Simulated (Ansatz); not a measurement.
## PtSe2 (Sudovikovite) in Ansatz: the effect of functional

The system is PtSe2 (Sudovikovite).

```
CELL_PARAMETERS angstrom
3.67367 0.00000 0.00000
-1.83683 3.18149 0.00000
0.00000 0.00000 4.99359
ATOMIC_POSITIONS crystal
Pt 0.00000 0.00000 0.00000
Se 0.66667 0.33333 0.75000
Se 0.33333 0.66667 0.25000
```

The cell isn't the ideal one: volume scaled by 0.96.

Alike in all runs:

| Quantity | Value |
| --- | --- |
| Program | Ansatz 0.2.0 |
| Task | single point |
| Potentials or basis | Ansatz PAW |
| k mesh | 8 × 8 × 5 |
| Occupations | fermi-dirac, width 0.05 eV |
| Spin | no spin polarisation |

```csv
functional,cutoff,pressure (GPa),largest force (eV/Å)
LDA,420 eV (not typed: the program's choice for these potentials),?,?
r2SCAN,500 eV (not typed: the program's choice for these potentials),11.4,0.92
PBE,420 eV (not typed: the program's choice for these potentials),13.8,1.15
```

**Question.** What does the run with functional LDA give?

**Answer.** Pressure 5.5 GPa; largest force 0.74 eV/Å.

Caveats: the PAW data sets come from PBE, with cores solved anew for the run's functional, which leaves a small shift of forces and pressure (some runs); forces of over 1 eV/Å show positions far from the minimum, so gaps and moduli don't describe the material at rest (some runs).
